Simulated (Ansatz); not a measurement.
Ru:

```
Ru
1.0
     2.70580    0.00000    0.00000
    -1.35290    2.34329    0.00000
     0.00000    0.00000    4.28190
Ru
2
Direct
  0.66667 0.33333 0.75000
  0.33333 0.66667 0.25000
```

| Property | Result |
| --- | --- |
| Program | Ansatz 0.2.0 |
| Task | relaxation of cell and atoms |
| Functional | PBEsol |
| Dispersion | D3(BJ) |
| Potentials or basis | all-electron LAPW, scalar-relativistic |
| Basis error allowed | 0.001 eV/atom |
| k mesh | 11 × 11 × 6 |
| Occupations | fermi-dirac, width 0.05 eV |
| Spin | no spin polarisation |

At the start: volume 13.57 Å³/atom.

Where does the relaxation end?

Over 5 steps the energy falls by 22.8 meV/atom and the volume is 13.05 Å³/atom (-3.9 %); space group P6_3/mmc (No. 194, to 0.05 Å).

Step by step:
| step | energy change (eV) | largest force (eV/Å) | volume (Å³) |
| --- | --- | --- | --- |
| 1 | 0.0000 | 0.0000 | 27.15 |
| 2 | -0.0453 | 0.0000 | 26.18 |
| 3 | -0.0456 | 0.0000 | 26.08 |
| 4 | -0.0457 | 0.0000 | 26.09 |
| 5 | -0.0457 | 0.0000 | 26.09 |

Final structure:
```cif
data_structure
_symmetry_space_group_name_H-M 'P 1'
_symmetry_Int_Tables_number 1
_cell_length_a 2.6695
_cell_length_b 2.6695
_cell_length_c 4.2275
_cell_angle_alpha 90.000
_cell_angle_beta 90.000
_cell_angle_gamma 120.000
_cell_volume 26.09
loop_
_atom_site_label
_atom_site_type_symbol
_atom_site_fract_x
_atom_site_fract_y
_atom_site_fract_z
_atom_site_occupancy
Ru1 Ru 0.66667 0.33333 0.75000 1
Ru2 Ru 0.33333 0.66667 0.25000 1
```
